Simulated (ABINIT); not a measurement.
# BaTiO3 (P1) in ABINIT: convergence with k mesh

Aim: find how far k mesh must go before the results for BaTiO3 settle, at LDA. This setting moves, with any that are tied to it; all else stays.

Program: ABINIT 10.8.3 (patched build). These are calculated values, not measurements. Logs are shortened: lines on timing, memory, paths and dates and some standing lists are left out, and cuts for length are marked. The log counts tension as positive stress, the text compression.

**1. The cell of the first run**

The typed cell holds 5 atoms: a = 4.000 Å, b = 4.000 Å, c = 4.018 Å, α = 90.00°, β = 90.00°, γ = 90.00°.

The cell isn't the ideal one: all atoms moved at random.

**2. With k mesh 1 × 1 × 1**

The input, run.abi:

```
pp_dirpath "./"
pseudos "Ba.LDA_PW-JTH.xml, Ti.LDA_PW-JTH.xml, O.LDA_PW-JTH.xml"

acell 3*1.0
rprim
     7.5585265533     0.0000000000     0.0000000000
     0.0000000000     7.5585265533     0.0000000000
     0.0000000000     0.0000000000     7.5929195687
ntypat 3
znucl 56 22 8
natom 5
typat 1 2 3 3 3
xred
     0.9955672000     0.9906407400     0.0035034300
     0.5025366900     0.4919233700     0.4687657700
     0.4792189400     0.5143238900     0.0064065200
     0.5027309200     0.0032990000     0.5093824900
     0.0199462600     0.4998130000     0.5399418000
chkprim 0
chksymtnons 0
tolsym 1.0e-6

ecut 23.0
pawecutdg 45.0
pawovlp 30

kptopt 1
ngkpt 1 1 1
nshiftk 1
shiftk 0.0 0.0 0.0

ixc 7

nband 24
occopt 7
tsmear 0.00367493

nstep 100
tolvrs 1.0e-9

iomode 3
prtwf 0
prtden 0
prteig 0
prtebands 0
enunit 2
```

Potentials or basis: JTH PAW LDA v2.0.

Launch:

```console
$ abinit run.abi > log 2>&1
```

run.abo:

```text
.Version 10.8.3 of ABINIT
 Symmetries : space group P1 (#  1); Bravais aP (primitive triclinic)
================================================================================
 Values of the parameters that define the memory need of the present run
     intxc =       0    ionmov =       0      iscf =      17    lmnmax =      18
     lnmax =       6     mgfft =      36  mpssoang =       3    mqgrid =    3001
     natom =       5  nloc_mem =       2    nspden =       1   nspinor =       1
    nsppol =       1      nsym =       1    n1xccc =       1    ntypat =       3
    occopt =       7   xclevel =       1
       mpw =        1155          nfft =       46656          nkpt =           1
 PAW method is used; the additional fine FFT grid is defined by:
   mgfftf=        48    nfftf =    110592
================================================================================
================================================================================

--------------------------------------------------------------------------------
------------- Echo of variables that govern the present computation ------------
--------------------------------------------------------------------------------
 -outvars: echo values of preprocessed input variables --------
            acell      1.0000000000E+00  1.0000000000E+00  1.0000000000E+00 Bohr
              amu      1.37327000E+02  4.78800000E+01  1.59994000E+01
          chkprim           0
      chksymtnons           0
             ecut      2.30000000E+01 Hartree
           enunit           2
              ixc           7
         kptrlatt        1    0    0      0    1    0      0    0    1
          kptrlen      7.55852655E+00
            natom           5
            nband          24
            ngfft          36      36      36
          ngfftdg          48      48      48
             nkpt           1
            nstep         100
             nsym           1
           ntypat           3
           occopt           7
        pawecutdg      4.50000000E+01 Hartree
          pawovlp      3.0000000000E+01
           prtden           0
        prtebands           0
           prteig           0
            prtwf           0
            rprim      7.5585265533E+00  0.0000000000E+00  0.0000000000E+00
                       0.0000000000E+00  7.5585265533E+00  0.0000000000E+00
                       0.0000000000E+00  0.0000000000E+00  7.5929195687E+00
          spgroup           1
           tolsym      1.00000000E-06
           tolvrs      1.00000000E-09
           tsmear      3.67493000E-03 Hartree
            typat      1  2  3  3  3
           useylm           1
           xangst      3.9820696839E+00  3.9623648292E+00  1.4076781730E-02
                       2.0100462513E+00  1.9675950940E+00  1.8835008626E+00
                       1.9167799149E+00  2.0571926938E+00  2.5741397342E-02
                       2.0108231325E+00  1.3195340191E-02  2.0466988434E+00
                       7.9781050694E-02  1.9991520360E+00  2.1694861509E+00
[... 195 lines left out ...]
              =  0.529177210544  0.529177210544  0.529177210544 angstroms
 Fermi (or HOMO) energy (hartree) =   0.18103   Average Vxc (hartree)=  -0.42830
 Eigenvalues (hartree) for nkpt=   1  k points:
 kpt#   1, nband= 24, wtk=  1.00000, kpt=  0.0000  0.0000  0.0000 (reduced coord)
  -1.92241   -1.06581   -1.06348   -1.05224   -0.77418   -0.44158   -0.41458   -0.40308
  -0.22879   -0.22728   -0.22709    0.07067    0.08136    0.08385    0.11671    0.11870
   0.12859    0.15552    0.15766    0.16574    0.19632    0.22222    0.23285    0.28212
      occupation numbers for kpt#   1
   2.00000    2.00000    2.00000    2.00000    2.00000    2.00000    2.00000    2.00000
   2.00000    2.00000    2.00000    2.00000    2.00000    2.00000    2.00000    2.00000
   2.00000    2.00000    2.00000    2.00000    0.00000    0.00000    0.00000    0.00000
 Fermi (or HOMO) energy (eV) =   4.92609   Average Vxc (eV)= -11.65464
 Eigenvalues (   eV  ) for nkpt=   1  k points:
 kpt#   1, nband= 24, wtk=  1.00000, kpt=  0.0000  0.0000  0.0000 (reduced coord)
 -52.31145  -29.00210  -28.93878  -28.63297  -21.06650  -12.01613  -11.28127  -10.96845
  -6.22570   -6.18450   -6.17933    1.92294    2.21394    2.28175    3.17571    3.22995
   3.49916    4.23201    4.29010    4.50992    5.34225    6.04686    6.33608    7.67692

--- !EnergyTerms
iteration_state     : {dtset: 1, }
comment             : Components of total free energy in Hartree
kinetic             :  4.02194516169560E+01
hartree             :  2.98118420121692E+01
xc                  : -2.15983774668310E+01
Ewald energy        : -1.03527254136011E+02
psp_core            :  9.29187987386494E+00
local_psp           : -9.06794806070258E+01
PAW spherical_terms :  3.49769213423058E+00
internal            : -1.32984246572647E+02
'-kT*entropy'       : -1.24740995089946E-10
total_energy        : -1.32984246572772E+02
total_energy_eV     : -3.61868569812247E+03
...

--- !EnergyTermsDC
iteration_state     : {dtset: 1, }
comment             : '"Double-counting" decomposition of free energy'
band_energy         : -1.34834510565140E+01
Ewald energy        : -1.03527254136011E+02
psp_core            :  9.29187987386494E+00
xc_dc               : -2.80108861635990E+01
PAW spherical_terms :  2.74546421481653E+00
internal            : -1.32984247267442E+02
'-kT*entropy'       : -1.24740995089946E-10
total_energy_dc     : -1.32984247267567E+02
total_energy_dc_eV  : -3.61868571702881E+03
...

--- !EnergyTermsWithPAWCore
iteration_state     : {dtset: 1, }
comment             : 'Components of total free energy, including PAW core contributions'
Total energy        : -9.20567360416698E+03
Total energy DC     : -9.20567360486177E+03
Total energy (eV)   : -2.50499140097420E+05
Total energy DC (eV): -2.50499140116326E+05
...

 Cartesian components of stress tensor (hartree/bohr^3)
  sigma(1 1)= -8.82278865E-04  sigma(3 2)= -9.43024697E-05
  sigma(2 2)= -1.21202793E-03  sigma(3 1)=  2.10907498E-05
  sigma(3 3)= -1.40979723E-03  sigma(2 1)=  6.58600780E-05

-Cartesian components of stress tensor (GPa)         [Pressure=  3.4365E+01 GPa]
- sigma(1 1)= -2.59575404E+01  sigma(3 2)= -2.77447445E+00
- sigma(2 2)= -3.56590929E+01  sigma(3 1)=  6.20511281E-01
- sigma(3 3)= -4.14776665E+01  sigma(2 1)=  1.93767039E+00

== END DATASET(S) ==============================================================
================================================================================

 -outvars: echo values of variables after computation  --------
            acell      1.0000000000E+00  1.0000000000E+00  1.0000000000E+00 Bohr
           etotal     -1.3298424727E+02
            fcart     -3.6528931606E-03 -2.5704589158E-02 -4.2230373625E-02
                      -8.9011690391E-02 -1.6354629887E-01 -3.6434925879E-01
                      -2.7255024488E-02  6.6281558719E-02  1.8538450168E-01
                       5.9881881643E-02  9.8377295852E-02  8.3567830507E-02
                       6.0037726397E-02  2.4592033459E-02  1.3762730023E-01
            rprim      7.5585265533E+00  0.0000000000E+00  0.0000000000E+00
                       0.0000000000E+00  7.5585265533E+00  0.0000000000E+00
                       0.0000000000E+00  0.0000000000E+00  7.5929195687E+00
           strten     -8.8227886452E-04 -1.2120279325E-03 -1.4097972289E-03
                      -9.4302469659E-05  2.1090749762E-05  6.5860077985E-05
           xangst      3.9820696839E+00  3.9623648292E+00  1.4076781730E-02
                       2.0100462513E+00  1.9675950940E+00  1.8835008626E+00
                       1.9167799149E+00  2.0571926938E+00  2.5741397342E-02
                       2.0108231325E+00  1.3195340191E-02  2.0466988434E+00
                       7.9781050694E-02  1.9991520360E+00  2.1694861509E+00
             xred      9.9556720000E-01  9.9064074000E-01  3.5034300000E-03
                       5.0253669000E-01  4.9192337000E-01  4.6876577000E-01
                       4.7921894000E-01  5.1432389000E-01  6.4065200000E-03
                       5.0273092000E-01  3.2990000000E-03  5.0938249000E-01
                       1.9946260000E-02  4.9981300000E-01  5.3994180000E-01
 Calculation completed.
```

Run time: 4.3 s. Hardware: 1 thread of Arm Neoverse V1, shared host; peak memory 0.09 GiB.

Results:

| Quantity | Value |
| --- | --- |
| Free energy | -3618.6857 eV |
| Pressure | 34.4 GPa |
| Largest force | 21.040 eV/Å |
| Band gap on the k mesh | 0.83 eV, direct |

**3. With k mesh 2 × 2 × 2**

run.abi, as its differences from that of step 2:

```diff
@@ -27,3 +27,3 @@
 kptopt 1
-ngkpt 1 1 1
+ngkpt 2 2 2
 nshiftk 1
```

Potentials or basis: JTH PAW LDA v2.0.

Launch:

```console
$ mpirun --bind-to none -np 4 abinit run.abi > log 2>&1
```

Run time: 5.7 s. Hardware: 4 MPI ranks of Arm Neoverse V1, shared host; peak memory 0.36 GiB.

Results (log left out):

```
Free energy            : -3632.3364 eV
Pressure               : -5.2 GPa
Largest force          : 1.888 eV/Å
Band gap on the k mesh : 1.67 eV, indirect (least direct gap 2.01 eV)
```

**4. With k mesh 3 × 3 × 3**

run.abi, as its differences from that of step 3:

```diff
@@ -27,3 +27,3 @@
 kptopt 1
-ngkpt 2 2 2
+ngkpt 3 3 3
 nshiftk 1
```

Launch:

```console
$ mpirun --bind-to none -np 4 abinit run.abi > log 2>&1
```

Run time: 15 s. Hardware: 4 MPI ranks of Arm Neoverse V1, shared host; peak memory 0.4 GiB.

The run converged. Its results:

| Property | Result |
| --- | --- |
| Free energy | -3632.7323 eV |
| Pressure | -6.6 GPa |
| Largest force | 1.454 eV/Å |
| Band gap on the k mesh | 2.11 eV, indirect (least direct gap 2.12 eV) |

**5. With k mesh 4 × 4 × 4**

run.abi, as its differences from that of step 4:

```diff
@@ -27,3 +27,3 @@
 kptopt 1
-ngkpt 3 3 3
+ngkpt 4 4 4
 nshiftk 1
```

Launch:

```console
$ mpirun --bind-to none -np 4 abinit run.abi > log 2>&1
```

Run time: 27 s. Hardware: 4 MPI ranks of Arm Neoverse V1, shared host; peak memory 0.4 GiB.

It converged, with:

```yaml
Free_energy: -3632.7641 eV
Pressure: -6.7 GPa
Largest_force: 1.413 eV/Å
Band_gap_on_the_k_mesh: 1.80 eV, indirect (least direct gap 2.14 eV)
```

**6. With k mesh 5 × 5 × 5**

run.abi, as its differences from that of step 5:

```diff
@@ -27,3 +27,3 @@
 kptopt 1
-ngkpt 4 4 4
+ngkpt 5 5 5
 nshiftk 1
```

Potentials or basis: JTH PAW LDA v2.0.

Launch:

```console
$ mpirun --bind-to none -np 4 abinit run.abi > log 2>&1
```

Run time: 52 s. Hardware: 4 MPI ranks of Arm Neoverse V1, shared host; peak memory 0.44 GiB.

It converged, with:

```
Free energy            : -3632.7669 eV
Pressure               : -6.7 GPa
Largest force          : 1.411 eV/Å
Band gap on the k mesh : 1.96 eV, indirect (least direct gap 2.14 eV)
```

**7. With k mesh 6 × 6 × 6**

run.abi, as its differences from that of step 6:

```diff
@@ -27,3 +27,3 @@
 kptopt 1
-ngkpt 5 5 5
+ngkpt 6 6 6
 nshiftk 1
```

Launch:

```console
$ mpirun --bind-to none -np 4 abinit run.abi > log 2>&1
```

It took 79 s on 4 MPI ranks of Arm Neoverse V1, shared host; peak memory 0.52 GiB.

Results (log left out):

* Free energy: -3632.7671 eV
* Pressure: -6.7 GPa
* Largest force: 1.413 eV/Å
* Band gap on the k mesh: 1.80 eV, indirect (least direct gap 2.14 eV)

**8. With k mesh 8 × 8 × 8**

run.abi, as its differences from that of step 7:

```diff
@@ -27,3 +27,3 @@
 kptopt 1
-ngkpt 6 6 6
+ngkpt 8 8 8
 nshiftk 1
```

Launch:

```console
$ mpirun --bind-to none -np 4 abinit run.abi > log 2>&1
```

Wall time 3.2 min (4 MPI ranks of Arm Neoverse V1, shared host); peak memory 0.76 GiB.

The run converged. Its results:

| Item | Value |
| --- | --- |
| Free energy | -3632.7672 eV |
| Pressure | -6.7 GPa |
| Largest force | 1.413 eV/Å |
| Band gap on the k mesh | 1.80 eV, indirect (least direct gap 2.14 eV) |

**9. With k mesh 9 × 9 × 9**

run.abi, as its differences from that of step 8:

```diff
@@ -27,3 +27,3 @@
 kptopt 1
-ngkpt 8 8 8
+ngkpt 9 9 9
 nshiftk 1
```

Potentials or basis: JTH PAW LDA v2.0.

Launch:

```console
$ mpirun --bind-to none -np 4 abinit run.abi > log 2>&1
```

It took 4.2 min on 4 MPI ranks of Arm Neoverse V1, shared host; peak memory 0.92 GiB.

It converged, with:

```yaml
Free_energy: -3632.7672 eV
Pressure: -6.7 GPa
Largest_force: 1.413 eV/Å
Band_gap_on_the_k_mesh: 1.86 eV, indirect (least direct gap 2.14 eV)
```

**10. Summary**

```tsv
k mesh	energy less the tightest run, at zero smearing (meV/atom)	pressure (GPa)	largest force (eV/Å)	gap on the mesh (eV)	SCF cycles	CPU time (s)
1 × 1 × 1	2816.29	34.36	21.040	0.832	18	4.3
2 × 2 × 2	86.16	-5.19	1.888	1.665	16	23
3 × 3 × 3	6.98	-6.58	1.454	2.112	18	61
4 × 4 × 4	0.61	-6.66	1.413	1.796	16	110
5 × 5 × 5	0.05	-6.66	1.411	1.955	17	210
6 × 6 × 6	0.01	-6.66	1.413	1.797	15	320
8 × 8 × 8	0.00	-6.66	1.413	1.797	16	760
9 × 9 × 9	0.00	-6.66	1.413	1.856	15	1000
```

Against the tightest run, the energy stays within 1 meV/atom from 4 × 4 × 4 on; the pressure stays within 0.1 GPa from 3 × 3 × 3 on; the largest force stays within 0.005 eV/Å from 4 × 4 × 4 on. Not settled before the last step: the gap on the mesh (to 0.01 eV). Meshes of other sizes hit other points, so gaps and Fermi surfaces needn't settle smoothly. The tightest run that finished is the yardstick and may itself not be fully converged.

Caveats: this set's barium file shifts pressures by 1.5 GPa and gaps by 0.1 eV against other sets; spin-orbit coupling is left out, which moves the levels of the heavy elements; an odd mesh through Γ misses points on the zone boundary, where band edges often lie; forces of over 1 eV/Å show positions far from the minimum, so gaps and moduli don't describe the material at rest; the atomic spheres overlap.
